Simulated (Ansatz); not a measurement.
SiC (Moissanite):

```
CELL_PARAMETERS angstrom
3.07600 0.00000 0.00000
-1.53800 2.66389 0.00000
0.00000 0.00000 5.04800
ATOMIC_POSITIONS crystal
Si 0.66667 0.33333 0.50000
Si 0.33333 0.66667 0.00000
C 0.66667 0.33333 0.88500
C 0.33333 0.66667 0.38500
```

- Program: Ansatz 0.2.0
- Task: relaxation of cell and atoms
- Functional: PBE
- Dispersion: D3(BJ)
- Potentials or basis: Ansatz PAW
- Cutoff: 420 eV (not typed: the program's choice for these potentials)
- k mesh: 10 × 10 × 5
- Occupations: fermi-dirac, width 0.05 eV
- Spin: no spin polarisation

At the start: volume 10.34 Å³/atom.

Where does the relaxation end?

It ends after 5 steps and the volume is 10.28 Å³/atom (-0.6 %); space group P6_3mc (No. 186, to 0.05 Å).

Step by step:
```
step  energy change (eV)  largest force (eV/Å)  volume (Å³)
   1              0.0000                0.7526        41.36
   2             -0.0222                0.4441        41.24
   3             -0.0376                0.0028        41.12
   4             -0.0376                0.0002        41.13
   5             -0.0372                0.0003        41.13
```

Final structure:
```
Si C
1.0
     3.07022    0.00000    0.00000
    -1.53511    2.65889    0.00000
     0.00000    0.00000    5.03830
Si C
2 2
Direct
  0.66667 0.33333 0.50460
  0.33333 0.66667 0.00460
  0.66667 0.33333 0.88040
  0.33333 0.66667 0.38040
```

Caveat: the plane-wave basis is chosen anew once the cell has moved, so the energies of steps on either side of that aren't comparable.
